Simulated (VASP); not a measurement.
MoSe2:

```
Mo Se
1.0
     3.28800    0.00000    0.00000
    -1.64400    2.84749    0.00000
     0.00000    0.00000   12.90000
Mo Se
2 4
Direct
  0.66667 0.33333 0.75000
  0.33333 0.66667 0.25000
  0.66667 0.33333 0.37500
  0.33333 0.66667 0.87500
  0.66667 0.33333 0.12500
  0.33333 0.66667 0.62500
```

* Program: VASP 6.6.1
* Task: relaxation of cell and atoms
* Functional: PBE
* Dispersion: D4
* Potentials or basis: VASP PAW PBE potentials, release 64 (Mo_sv, Se)
* Cutoff: 600 eV
* k mesh: 9 × 9 × 2
* Occupations: fermi-dirac, width 0.05 eV
* Spin: no spin polarisation

At the start: pressure 4.8 GPa; volume 20.13 Å³/atom.

Problem. Where does the relaxation end?

Solution. Over 19 steps the energy falls by 23.2 meV/atom and the volume is 19.93 Å³/atom (-1.0 %); space group P6_3/mmc (No. 194, to 0.05 Å).

The path:
| step | energy change (eV) | largest force (eV/Å) | pressure (GPa) | volume (Å³) |
| --- | --- | --- | --- | --- |
| 1 | 0.0000 | 1.1320 | 4.83 | 120.78 |
| 2 | 0.2140 | 1.3505 | -9.53 | 131.64 |
| 3 | -0.1101 | 0.0392 | -1.59 | 124.80 |
| 4 | -0.1120 | 0.1498 | -0.94 | 124.35 |
| 5 | -0.1120 | 0.1673 | -0.84 | 124.27 |
| 6 | -0.1242 | 0.1050 | -0.17 | 122.83 |
| 7 | -0.1247 | 0.0921 | -0.02 | 122.52 |
| 8 | -0.1272 | 0.0598 | -0.17 | 122.33 |
| 9 | -0.1325 | 0.0362 | -0.62 | 121.74 |
| 10 | -0.1323 | 0.2258 | -1.45 | 120.55 |
| 11 | -0.1343 | 0.1097 | -0.95 | 121.26 |
| 12 | -0.1350 | 0.1022 | -0.88 | 121.11 |
| 13 | -0.1370 | 0.0796 | -0.66 | 120.67 |
| 14 | -0.1392 | 0.0341 | -0.20 | 119.80 |
| 15 | -0.1394 | 0.0166 | -0.02 | 119.45 |
| 16 | -0.1394 | 0.0184 | -0.04 | 119.49 |
| 17 | -0.1394 | 0.0150 | -0.03 | 119.51 |
| 18 | -0.1394 | 0.0051 | -0.01 | 119.56 |
| 19 | -0.1394 | 0.0012 | 0.00 | 119.59 |

Final structure:
```
CELL_PARAMETERS angstrom
3.28197 0.00000 0.00000
-1.64099 2.84227 0.00000
0.00000 0.00000 12.81974
ATOMIC_POSITIONS crystal
Mo 0.66667 0.33333 0.75000
Mo 0.33333 0.66667 0.25000
Se 0.66667 0.33333 0.38068
Se 0.33333 0.66667 0.88068
Se 0.66667 0.33333 0.11932
Se 0.33333 0.66667 0.61932
```
